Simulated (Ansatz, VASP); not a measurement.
CuI (Marshite): VASP beside Ansatz

File INCAR:

```
ALGO     = Normal         # electronic algorithm
EDIFF    = 1E-7           # SCF threshold, eV
ENCUT    = 520            # plane-wave cutoff, eV
GGA      = PE             # functional
ISIF     = 2              # what is computed and relaxed
ISMEAR   = -1             # smearing method
LASPH    = T              # aspherical terms in the spheres
LCHARG   = T              # write CHGCAR
LELF     = T              # ELF
LREAL    = F              # projectors in reciprocal space
LVHAR    = T            
LWAVE    = F              # write WAVECAR
NBANDS   = 16             # bands
NELM     = 100            # most SCF steps
PREC     = Accurate       # precision mode
SIGMA    = 0.05           # smearing width, eV
```

File KPOINTS:

```
k-points
0
Gamma
  8 8 8
```

File POSCAR:

```
CuI
1.0
    0.0000000000      3.0315000000      3.0315000000
    3.0315000000      0.0000000000      3.0315000000
    3.0315000000      3.0315000000      0.0000000000
I Cu
1 1
Direct
    0.0000000000      0.0000000000      0.0000000000
    0.7500000000      0.7500000000      0.7500000000
```

input.yaml

```yaml
crystal:
  lattice:
    - [0.0, 3.0315, 3.0315]
    - [3.0315, 0.0, 3.0315]
    - [3.0315, 3.0315, 0.0]
  atoms:
    - { symbol: I, position: [0.0, 0.0, 0.0] }
    - { symbol: Cu, position: [0.75, 0.75, 0.75] }
hamiltonian:
  xc: pbe
  pseudopotentials: { kind: paw }
kpoints:
  mp_grid: { grid: [8, 8, 8] }
scf:
  occupations: { method: fermi_dirac, width: 0.05 }
output:
  forces: true
  stress: true
  eigenvalues: true
```

Alike in both runs: task single point; functional PBE; k mesh 8 × 8 × 8; occupations fermi-dirac, width 0.05 eV; no spin polarisation.

```csv
,VASP,Ansatz
version,VASP 6.6.1,Ansatz 0.2.0
potentials or method,"VASP PAW PBE potentials, release 64 (I, Cu)",Ansatz PAW
plane-wave cutoff (eV),520,420
valence electrons in the cell,18,36
```

|  | VASP | Ansatz | Ansatz less VASP |
| --- | --- | --- | --- |
| gap on the k mesh at the Fermi level (eV) | 1.14 | 1.12 | -0.022 |
| least direct gap on the mesh (eV) | 1.14 | 1.12 | -0.022 |
| pressure (GPa) | 0.3 | 0.3 | -0.02 |

The two sets of potentials don't hold the same shells in valence.

Caveats: spin-orbit coupling is left out, which moves the levels of the heavy elements. PBE gaps usually lie below the measured ones, often by a third to a half.
